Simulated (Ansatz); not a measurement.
Al2O3: do the settings matter for the field gradients?

Cell: a computed structure from the Materials Project (it need not be an observed phase), atoms as given.

Space group P-31c (No. 163); a = 4.7931, c = 8.9666 Å, γ = 120.00°.

```
site  Wyckoff  site symmetry       x       y       z
 Al1       4f            3..  0.3333  0.6667  0.9628
 Al2       2c            3.2  0.3333  0.6667  0.2500
 Al3       2b           -3..  0.0000  0.0000  0.0000
   O      12i              1  0.0318  0.6766  0.1120
```

One atom of each set is listed.

Reference run. The numbers come from a DFT calculation in Ansatz (PBE, plane waves and PAW (field gradients read without the response of the frozen cores, which leaves them typically 4 to 6 % off), scalar-relativistic, 420 eV cutoff, Γ-centred 6×6×3 k-points, Fermi–Dirac smearing 0.02 eV).

(1) The input is changed as follows: `kpoints.mp_grid.shift`: not typed → [0.5, 0.5, 0.5]; `scf.eigensolver.kind`: not typed → davidson; `basis.precision`: not typed → f64. What happens to V_zz (10²¹ V/m²) and η?

Results:

(1) 

| site | V_zz reference | η reference | V_zz changed | η changed |
| --- | --- | --- | --- | --- |
| Al1 | 1.78 | 0.00 | 1.78 | 0.00 |
| Al2 | -1.32 | 0.00 | -1.32 | 0.00 |
| Al3 | 0.83 | 0.00 | 0.83 | 0.00 |
| O | -3.28 | 0.74 | -3.28 | 0.74 |

All printed values agree. SCF iterations: 6 and 6. New warnings: symmetry narrowed by mesh.

On the reference run: At this cell the PBE pressure is 8 GPa, so with PBE the cell would grow if it were relaxed. The entry's cell may itself be off. The largest force is 0.3 eV/Å, so the atoms aren't at the calculated equilibrium and relaxing them would move these values.
